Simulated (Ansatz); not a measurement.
A generator proposed this cell of TaSi₂.

```
CELL_PARAMETERS angstrom
4.52801 0.00000 0.00000
-2.26401 3.92138 0.00000
0.00000 0.00000 5.65144
ATOMIC_POSITIONS crystal
Ta 0.33333 0.66667 0.25000
Ta 0.66667 0.33333 0.75000
Si 0.33333 0.66667 0.75000
Si 0.66667 0.33333 0.25000
Si 0.00000 0.00000 0.00000
Si 0.00000 0.00000 0.50000
```

Level of theory: DFT PBE, scalar-relativistic, plane waves, PAW in Ansatz 0.2.0. Cutoff 420 eV; k points 6×6×4 on the computed 6-atom cell (Γ-centred); Gaussian smearing, width 0.10 eV; no spin polarisation.

Energies over the elements count from the elements' standard structures at the same level, with no fitted energy shifts.

Question: Estimate its pressure, forces and energy as it stands.

Answer: The pressure is -9.3 GPa (the mean over three directions, positive in compression), the largest force is 0.00 eV/Å (symmetry fixes the atoms), and the energy is +0.30 eV/atom against the elements. The shortest distance is 2.61 Å.

Question: Is it a good guess?

Answer: A fair one: relaxing gains about 0.17 eV/atom (the start's value is from the coarse mesh, so the gain is rough) in 12 ionic steps and ends at +0.13 eV/atom on the finer mesh. The symmetry stays P6_3/mmc (No. 194). The end has the Ni2In type. The volume per atom shrinks by 8.2 %, from 16.7 to 15.4 Å³. The shortest distance goes from 2.61 Å (Ta–Si) to 2.52 Å (Ta–Si and Si–Si). The ratio c/a of the conventional cell changes by a factor of 0.88. Conventional cell: a = 4.591 Å, c = 5.048 Å. Ta has 5 Si at 2.52–2.65 Å and 6 Si at 2.94 Å; Si on a site of symmetry -6m2 is surrounded by 5 Ta at 2.52–2.65 Å and 6 Si at 2.94 Å; Si on a site of symmetry -3m has 2 Si at 2.52 Å, 6 Si at 2.94 Å and 6 Ta at 2.94 Å.

The last run used a 12×12×8 mesh (in the run's order of axes) for its 6-atom cell and Gaussian smearing of 0.10 eV. These runs have no spin–orbit coupling, which can matter for Ta. The relaxation can't lower the symmetry of the start, and the grade says only how near the guess is to its own end. Symmetry constrained the relaxation, so the result can be a saddle point. Another cell of TaSi2 relaxed alike, in R-3m, lies 287 meV/atom lower, so this cell isn't the stable form at this level.
